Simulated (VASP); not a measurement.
# Sc3Al5N8 (Cm) in VASP: notebook

Aim: see how the results for Sc3Al5N8 move with the level of theory and the settings. Levels: PBE, PBEsol. Tasks: relaxation of cell and atoms.

Everything below comes from runs of VASP 6.6.1. Logs are shortened: lines on timing, memory, paths and dates and some standing lists are left out, and cuts for length are marked.

## (1) Starting point

The structure is monoclinic, space group Cm (No. 8). Conventional cell: a = 11.170 Å, b = 6.449 Å, c = 4.945 Å, α = 90.00°, β = 90.00°, γ = 90.00°. Sc (site symmetry m) is surrounded by 4 N at 1.89 to 1.95 Å. Sc (site symmetry m) is surrounded by 4 N at 1.89 to 1.95 Å. Sc (site symmetry m) has 4 N at 1.89 to 1.95 Å as nearest neighbours. Al (site symmetry m) has 4 N at 1.89 to 1.95 Å as nearest neighbours. Al (site symmetry 1) is surrounded by 4 N at 1.89 to 1.95 Å. Around Al (site symmetry 1) lie 4 N at 1.89 to 1.95 Å. N (site symmetry m) is surrounded by 2 Sc at 1.89 to 1.95 Å and 2 Al at 1.95 Å. Around N (site symmetry m) lie 3 Al at 1.89 to 1.95 Å and 1 Sc at 1.95 Å.

The cell comes from a database or a generator and needn't be the stable form of this composition.

## (2) Relaxation of cell and atoms, PBE

Contents of INCAR:

```
PREC     = Accurate       # precision mode
ENCUT    = 520            # plane-wave cutoff, eV
EDIFF    = 1E-6           # SCF threshold, eV
ISMEAR   = 0              # smearing method
SIGMA    = 0.03           # smearing width, eV
LREAL    = False          # projectors in reciprocal space
LASPH    = True           # aspherical terms in the spheres
NELM     = 80             # most SCF steps
ALGO     = Fast           # electronic algorithm
ISIF     = 3              # what is computed and relaxed
LWAVE    = False          # write WAVECAR
LCHARG   = False          # write CHGCAR
GGA      = PE             # functional
IBRION   = 2              # ionic algorithm
NSW      = 40             # ionic steps
EDIFFG   = -0.02          # ionic threshold
```

Contents of KPOINTS:

```
Automatic mesh
0
Gamma
  4 4 5
```

Contents of POSCAR:

```
Sc3Al5N8
1.0
    6.4490000000      0.0000000000      0.0000000000
   -3.2245000000      5.5849978290      0.0000000000
    0.0000000000      0.0000000000      4.9445000000
Sc Al N
3 5 8
Direct
    0.1666666667      0.3333333333      0.0000000000
    0.8333333333      0.1666666667      0.5000000000
    0.8333333333      0.6666666667      0.5000000000
    0.1666666667      0.8333333333      0.0000000000
    0.6666666667      0.3333333333      0.0000000000
    0.6666666667      0.8333333333      0.0000000000
    0.3333333333      0.1666666667      0.5000000000
    0.3333333333      0.6666666667      0.5000000000
    0.1666666667      0.3333333333      0.3820000000
    0.1666666667      0.8333333333      0.3820000000
    0.6666666667      0.3333333333      0.3820000000
    0.6666666667      0.8333333333      0.3820000000
    0.3333333333      0.1666666667      0.8820000000
    0.3333333333      0.6666666667      0.8820000000
    0.8333333333      0.1666666667      0.8820000000
    0.8333333333      0.6666666667      0.8820000000
```

Potentials or basis: VASP PAW PBE potentials, release 64 (Sc_sv, Al, N).

Started as:

```bash
$ cat potpaw_PBE.64/Sc_sv/POTCAR potpaw_PBE.64/Al/POTCAR potpaw_PBE.64/N/POTCAR > POTCAR
$ mpirun -np 1 vasp_std > vasp.out
```

OUTCAR:

```text
PREC = Accurate
   ENCUT = 520
   EDIFF = 1E-6
   ISMEAR = 0
   LREAL = False
   LASPH = True
   NELM = 80
   ISIF = 3
   GGA = PE
   IBRION = 2
   NSW = 40
   EDIFFG = -0.02

 ion  position               nearest neighbor table
   1  0.167  0.333  0.000-   9 1.89  13 1.95  14 1.95  15 1.95   7 3.09   7 3.09   8 3.09   8 3.09
                             2 3.09   2 3.09   6 3.22   4 3.22   4 3.22   6 3.22   5 3.22   5 3.22
   2  0.833  0.167  0.500-  15 1.89  11 1.95  12 1.95   9 1.95   5 3.09   5 3.09   6 3.09   6 3.09
                             1 3.09   1 3.09   8 3.22   3 3.22   3 3.22   8 3.22   7 3.22   7 3.22
   3  0.833  0.667  0.500-  16 1.89  12 1.95  11 1.95  10 1.95   6 3.09   6 3.09   5 3.09   5 3.09
                             4 3.09   4 3.09   7 3.22   2 3.22   2 3.22   7 3.22   8 3.22   8 3.22
   4  0.167  0.833  0.000-  10 1.89  14 1.95  13 1.95  16 1.95   8 3.09   8 3.09   7 3.09   7 3.09
                             3 3.09   3 3.09   5 3.22   1 3.22   1 3.22   5 3.22   6 3.22   6 3.22
   5  0.667  0.333  0.000-  11 1.89  15 1.95  16 1.95  13 1.95   2 3.09   2 3.09   3 3.09   3 3.09
                             7 3.09   7 3.09   4 3.22   6 3.22   6 3.22   4 3.22   1 3.22   1 3.22
   6  0.667  0.833  0.000-  12 1.89  16 1.95  15 1.95  14 1.95   3 3.09   3 3.09   2 3.09   2 3.09
                             8 3.09   8 3.09   1 3.22   5 3.22   5 3.22   1 3.22   4 3.22   4 3.22
   7  0.333  0.167  0.500-  13 1.89   9 1.95  10 1.95  11 1.95   1 3.09   1 3.09   4 3.09   4 3.09
                             5 3.09   5 3.09   8 3.22   3 3.22   8 3.22   3 3.22   2 3.22   2 3.22
   8  0.333  0.667  0.500-  14 1.89  10 1.95   9 1.95  12 1.95   4 3.09   4 3.09   1 3.09   1 3.09
                             6 3.09   6 3.09   7 3.22   2 3.22   7 3.22   2 3.22   3 3.22   3 3.22
   9  0.167  0.333  0.382-   1 1.89   7 1.95   8 1.95   2 1.95
  10  0.167  0.833  0.382-   4 1.89   8 1.95   7 1.95   3 1.95
  11  0.667  0.333  0.382-   5 1.89   2 1.95   3 1.95   7 1.95
  12  0.667  0.833  0.382-   6 1.89   3 1.95   2 1.95   8 1.95
  13  0.333  0.167  0.882-   7 1.89   1 1.95   4 1.95   5 1.95
  14  0.333  0.667  0.882-   8 1.89   4 1.95   1 1.95   6 1.95
  15  0.833  0.167  0.882-   2 1.89   5 1.95   6 1.95   1 1.95
  16  0.833  0.667  0.882-   3 1.89   6 1.95   5 1.95   4 1.95

  LATTYP: Found a hexagonal cell.
 ALAT       =     6.4490000000
 C/A-ratio  =     0.7667080167

  Lattice vectors:

 A1 = (   6.4490000000,   0.0000000000,   0.0000000000)
 A2 = (  -3.2245000000,   5.5849978290,   0.0000000000)
 A3 = (   0.0000000000,   0.0000000000,   4.9445000000)

Analysis of symmetry for initial positions (statically):
=====================================================================
 Subroutine PRICEL returns:
 Original cell was already a primitive cell.

 Routine SETGRP: Setting up the symmetry group for a
 hexagonal supercell.

 Subroutine GETGRP returns: Found  2 space group operations
 (whereof  1 operations were pure point group operations)
 out of a pool of 24 trial point group operations.

The static configuration has the point symmetry C_1 .
 The point group associated with its full space group is C_1h.

Analysis of symmetry for dynamics (positions and initial velocities):
=====================================================================
 Subroutine PRICEL returns:
 Original cell was already a primitive cell.

 Routine SETGRP: Setting up the symmetry group for a
 hexagonal supercell.

 Subroutine GETGRP returns: Found  2 space group operations
 (whereof  1 operations were pure point group operations)
 out of a pool of 24 trial point group operations.

The dynamic configuration has the point symmetry C_1 .
 The point group associated with its full space group is C_1h.

 Subroutine INISYM returns: Found  2 space group operations
 (whereof  1 operations are pure point group operations),
 and found     1 'primitive' translations

----------------------------------------------------------------------------------------

                                     Primitive cell

  volume of cell :     178.0893

  direct lattice vectors                    reciprocal lattice vectors
     6.449000000  0.000000000  0.000000000     0.155062800  0.089525550  0.000000000
    -3.224500000  5.584997829  0.000000000     0.000000000  0.179051099  0.000000000
     0.000000000  0.000000000  4.944500000     0.000000000  0.000000000  0.202244919

  length of vectors
     6.449000000  6.449000000  4.944500000     0.179051099  0.179051099  0.202244919

  position of ions in fractional coordinates (direct lattice)
     0.166666667  0.333333333  0.000000000
     0.833333333  0.166666667  0.500000000
     0.833333333  0.666666667  0.500000000
     0.166666667  0.833333333  0.000000000
     0.666666667  0.333333333  0.000000000
     0.666666667  0.833333333  0.000000000
[... 8 lines left out ...]
     0.833333333  0.166666667  0.882000000
     0.833333333  0.666666667  0.882000000

  ion indices of the primitive-cell ions
   primitive index   ion index
                 1           1
                 2           2
                 3           3
                 4           4
                 5           5
                 6           6
[... 8 lines left out ...]
                15          15
                16          16

----------------------------------------------------------------------------------------

 KPOINTS: Automatic mesh

Automatic generation of k-mesh.
 Grid dimensions read from file:
 generate k-points for:    4    4    5

 Generating k-lattice:

  Cartesian coordinates                     Fractional coordinates (reciprocal lattice)
     0.038765700  0.022381387  0.000000000     0.250000000 -0.000000000  0.000000000
     0.000000000  0.044762775  0.000000000     0.000000000  0.250000000  0.000000000
     0.000000000  0.000000000  0.040448984     0.000000000  0.000000000  0.200000000

  Length of vectors
     0.044762775  0.044762775  0.040448984

  Shift w.r.t. Gamma in fractional coordinates (k-lattice)
     0.000000000  0.000000000  0.000000000

 Subroutine IBZKPT returns following result:
 ===========================================

 Found     27 irreducible k-points:

 Following reciprocal coordinates:
            Coordinates               Weight
  0.000000  0.000000  0.000000      1.000000
  0.250000 -0.000000  0.000000      2.000000
  0.000000  0.250000  0.000000      4.000000
  0.500000 -0.000000  0.000000      1.000000
  0.000000  0.500000  0.000000      2.000000
  0.250000  0.250000  0.000000      4.000000
[... 16 lines left out ...]
  0.500000 -0.000000  0.400000      2.000000
  0.000000  0.500000  0.400000      4.000000
 [... further k-points ...]
   k-points           NKPTS =     27   k-points in BZ     NKDIM =     27   number of bands    NBANDS=     53
   number of dos      NEDOS =    301   number of ions     NIONS =     16
   total plane-waves  NPLWV =  92160
   dimension x,y,z NGX =    48 NGY =   48 NGZ =   40
   dimension x,y,z NGXF=    96 NGYF=   96 NGZF=   80
   ions per type =               3   5   8
   NGX,Y,Z   is equivalent  to a cutoff of  12.37, 12.37, 13.45 a.u.
   NGXF,Y,Z  is equivalent  to a cutoff of  24.75, 24.75, 26.90 a.u.
 SYSTEM =  unknown system
   PREC   = accura    normal or accurate (medium, high low for compatibility)
   ISTART =      0    job   : 0-new  1-cont  2-samecut
   ICHARG =      2    charge: 1-file 2-atom 10-const
   ISPIN  =      1    spin polarized calculation?
   LNONCOLLINEAR =      F non collinear calculations
   LSORBIT =      F    spin-orbit coupling
   LASPH  =      T    aspherical Exc in radial PAW
   ENCUT  =  520.0 eV  38.22 Ry    6.18 a.u.  11.99 11.99  9.19*2*pi/ulx,y,z
   NELM   =     80;   NELMIN=  2; NELMDL= -5     # of ELM steps
   EDIFF  = 0.1E-05   stopping-criterion for ELM
   LREAL  =      F    real-space projection
   EDIFFG = -.2E-01   stopping-criterion for IOM
   NSW    =     40    number of steps for IOM
   IBRION =      2    ionic relax: 0-MD 1-quasi-New 2-CG
   NFREE  =      1    steps in history (QN), initial steepest desc. (CG)
   ISIF   =      3    stress and relaxation
   ISYM   =      2    0-nonsym 1-usesym 2-fastsym
   POTIM  = 0.5000    time-step for ionic-motion
   TEBEG  =    0.0;   TEEND  =   0.0 temperature during run
   PSTRESS=    0.0 pullay stress
   NELECT =      88.0000    total number of electrons
   NUPDOWN=      -1.0000    fix difference up-down
   EMIN   =  10.00;   EMAX   =-10.00  energy-range for DOS
   EFERMI =   0.00;   METHOD = LEGACY
   ISMEAR =     0;   SIGMA  =   0.03  broadening in eV -4-tet -1-fermi 0-gaus
   EFERMI_NEDOS =   21; number of points for ismear=-14 and -15
   IALGO  =     68    algorithm
   IMIX   =      4    mixing-type and parameters
     AMIX     =   0.40;   BMIX     =  1.00
     AMIX_MAG =   1.60;   BMIX_MAG =  1.00
  volume/ion in A,a.u.               =      11.13        75.11
  Fermi-wavevector in a.u.,A,eV,Ry     =   1.294265  2.445806 22.791409  1.675121
  Thomas-Fermi vector in A             =   2.425858
   LORBIT       =      0    0 simple, 1 ext, 2 COOP (PROOUT), +10 PAW based schemes
   GGA     = PE    functional components
   LHFCALC =     F    Hartree Fock is set to
   AEXX    =    0.0000 exact exchange contribution
   IVDW    =     0    specifies the selected vdW correction
   LEPSILON=     F    determine dielectric tensor
   LRPA    =     F    only Hartree local field effects (RPA)
 conjugate gradient relaxation of ions
 non-spin polarized calculation
 RMM-DIIS sequential band-by-band and
 Gauss-broadening in eV      SIGMA  =   0.03
  energy-cutoff  :      520.00
  volume of cell :      178.09
 maximum number of plane-waves:      4812
   NGX = 23   NGY = 23   NGZ = 19

--------------------------------------- Ionic step        1  -------------------------------------------

 number of electron      88.0000008 magnetization

 Free energy of the ion-electron system (eV)
  ---------------------------------------------------
  ext. energy  EPLUGINS =         0.00000000
  ---------------------------------------------------
  free energy    TOTEN  =      -124.27029159 eV

  energy without entropy =     -124.27029159  energy(sigma->0) =     -124.27029159

------------------------ aborting loop because EDIFF is reached ----------------------------------------

  FORCE on cell =-STRESS in cart. coord.  units (eV):
  Direction    XX          YY          ZZ          XY          YZ          ZX
  --------------------------------------------------------------------------------------
  -------------------------------------------------------------------------------------
  Total       17.9562220     17.5947675     29.2973214      0.3130288     -0.0454112     -0.0786551
  in kB      161.5428656    158.2910453    263.5728854      2.8161590     -0.4085412     -0.7076196
  external PRESSURE =     194.4689321 kB  Pullay stress =       0.0000000 kB
[... 131 lines left out ...]
  FREE ENERGIE OF THE ION-ELECTRON SYSTEM (eV)
  ---------------------------------------------------
  free  energy   TOTEN  =      -126.8441969379 eV

  energy  without entropy=     -126.8441969379  energy(sigma->0) =     -126.84419694

[... ionic steps 4 to 12 ...]

--------------------------------------- Ionic step       13  -------------------------------------------

 number of electron      88.0000007 magnetization

------------------------ aborting loop because EDIFF is reached ----------------------------------------
[... 95 lines left out ...]
--------------------------------------- Ionic step       15  -------------------------------------------

 number of electron      88.0000007 magnetization

 Free energy of the ion-electron system (eV)
  ---------------------------------------------------
  ext. energy  EPLUGINS =         0.00000000
  ---------------------------------------------------
  free energy    TOTEN  =      -127.14360268 eV

  energy without entropy =     -127.14360268  energy(sigma->0) =     -127.14360268

 E-fermi :   4.6847     XC(G=0): -10.6991

 val. band max:        4.5411152485   @ k =   0.0000   0.0000   0.0000
 cond. band min:       7.9467660826   @ k =   0.0000   0.0000   0.0000
 fundamental gap:      3.4056508341
 Fermi energy:         4.6846624187

 k-point     1 :       0.0000    0.0000    0.0000
  band No.  band energies     occupation
      1     -42.5782      2.00000
      2     -42.4815      2.00000
      3     -42.4395      2.00000
      4     -21.4281      2.00000
      5     -21.3619      2.00000
      6     -21.3255      2.00000
[... 1333 lines left out ...]
     52       9.5875      0.00000
     53       9.8893      0.00000

 [... further k-points ...]

------------------------ aborting loop because EDIFF is reached ----------------------------------------

  FORCE on cell =-STRESS in cart. coord.  units (eV):
  Direction    XX          YY          ZZ          XY          YZ          ZX
  --------------------------------------------------------------------------------------
  -------------------------------------------------------------------------------------
  Total       -0.0156151     -0.0318761      0.0001409      0.0140825      0.0096164      0.0166571
  in kB       -0.1305012     -0.2664008      0.0011776      0.1176925      0.0803679      0.1392098
  external PRESSURE =      -0.1319081 kB  Pullay stress =       0.0000000 kB
[... 31 lines left out ...]
  FREE ENERGIE OF THE ION-ELECTRON SYSTEM (eV)
  ---------------------------------------------------
  free  energy   TOTEN  =      -127.1436026833 eV

  energy  without entropy=     -127.1436026833  energy(sigma->0) =     -127.14360268

 reached required accuracy - stopping structural energy minimisation
```

Wall time 78 min (1 thread of AMD EPYC 7R43 (Zen 3), shared host); peak memory 0.46 GiB.

Results:

```yaml
Free_energy: -127.1436 eV
Relaxed_volume: 11.98 Å³/atom
Relaxed_cell: a = 6.625 Å, b = 6.578 Å, c = 5.068 Å, α = 90.00°, β = 90.19°, γ = 119.77°
Space_group_after_relaxing_to_0.05_Å: Cm (No. 8)
Energy_gained_by_relaxing: 179.6 meV/atom
Ionic_steps: 15
Pressure_after_relaxing: 0.0 GPa
Largest_force_after_relaxing: 0.019 eV/Å
Band_gap_on_the_k_mesh: 3.41 eV, direct
```

Forces in eV/Å, atoms in the order of the input:
```
Sc  -0.003 -0.002 -0.010
Sc  -0.002 -0.001 -0.008
Sc  -0.001 -0.001 -0.006
Al   0.013  0.008  0.012
Al  -0.002  0.008 -0.001
Al   0.006 -0.006 -0.001
Al  -0.005 -0.005 -0.001
Al  -0.007 -0.002 -0.001
N   -0.005 -0.003  0.004
N    0.005  0.003  0.004
N    0.003 -0.004  0.000
N   -0.002  0.005  0.000
N   -0.002  0.000  0.004
N   -0.001 -0.002  0.004
N   -0.005 -0.003 -0.004
N    0.009  0.005  0.004
```

Step by step:
```
step  energy change (eV)  largest force (eV/Å)  pressure (GPa)  volume (Å³)
   1              0.0000                4.4920           19.45       178.09
   2             -1.2963                1.1074          -15.71       215.15
   3             -2.5739                0.8986           -4.41       197.72
   4             -2.5755                0.9465           -3.97       197.22
   5             -2.8455                0.2796            0.46       191.50
   6             -2.8460                0.3031            0.69       191.24
   7             -2.8637                0.1770           -0.13       192.08
   8             -2.8641                0.1636           -0.27       192.23
   9             -2.8690                0.0675           -0.02       191.90
  10             -2.8699                0.0742            0.12       191.70
  11             -2.8723                0.0584           -0.05       191.80
  12             -2.8724                0.0576           -0.08       191.83
  13             -2.8731                0.0273            0.02       191.67
  14             -2.8731                0.0293            0.03       191.66
  15             -2.8733                0.0192           -0.01       191.71
```

Final structure:
```
Sc Al N
1.0
     6.62469    0.02716   -0.01074
    -3.28883    5.69642    0.00000
    -0.00837   -0.00484    5.06813
Sc Al N
3 5 8
Direct
  0.17535 0.33767 0.98739
  0.82394 0.16197 0.48831
  0.83338 0.66669 0.48357
  0.17734 0.83867 0.99779
  0.65952 0.32776 0.99951
  0.65952 0.83176 0.99951
  0.33596 0.16309 0.49847
  0.33596 0.67287 0.49847
  0.18375 0.34188 0.41158
  0.18740 0.84370 0.37525
  0.64211 0.32328 0.37239
  0.64211 0.81883 0.37239
  0.34490 0.15575 0.87449
  0.34490 0.68915 0.87449
  0.81803 0.15901 0.91103
  0.83583 0.66792 0.91137
```

Caveat: an odd mesh through Γ misses points on the zone boundary, where band edges often lie.

(Part 1 of 2 ends here.)
